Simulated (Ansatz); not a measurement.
Phases of V at 220 GPa

Structure types of V are relaxed in primitive cells with their symmetry kept at 220 GPa, first on PAW files, then by LAPW. The enthalpy is E + pV at zero temperature, without zero-point motion. Only the types listed were tried, and differences under about 5 meV/atom are mesh noise. Not among the end structures: fcc, which may lie lower.

All numbers are PBE results (scalar-relativistic) from Ansatz 0.2.0, with Fermi–Dirac smearing of 0.05 eV, no spin polarisation. Methods: LAPW: all electrons, basis error target 0.5 meV/atom; PAW: frozen-core files, cutoff 420 eV.

k meshes: bcc 21×21×21, hcp 19×19×11, beta tin 20×20×20, diamond 15×15×15, simple hexagonal 20×20×18.

| start type | ends as | a, b, c (Å) | V (Å³/atom) | H − H(lowest), LAPW (meV/atom) |
| --- | --- | --- | --- | --- |
| bcc | bcc, Im-3m | 2.538, 2.538, 2.538 | 8.17 | 0.0 |
| hcp | hcp, P6_3/mmc | 2.190, 2.190, 4.000 | 8.30 | 523.9 |
| beta tin | beta tin, I4_1/amd | 3.859, 3.859, 2.217 | 8.25 | ? |
| diamond | diamond, Fd-3m | 4.145, 4.145, 4.145 | 8.90 | 4249.1 |
| simple hexagonal | simple hexagonal, P6/mmm | 2.175, 2.175, 2.042 | 8.37 | ? |

Give the missing entry: row "simple hexagonal", column "H − H(lowest), LAPW (meV/atom)".

883.8.

What belongs in the row "beta tin", column "H − H(lowest), LAPW (meV/atom)"?

661.7.

Split the lead of bcc over hcp into energy and pV.

For hcp less bcc: ΔE = +338.9 meV/atom, and p·ΔV = 220 GPa × +0.1347 Å³ × 6.242 meV/(GPa·Å³) = +185.0 meV/atom, together 523.9 meV/atom. bcc wins on both counts.
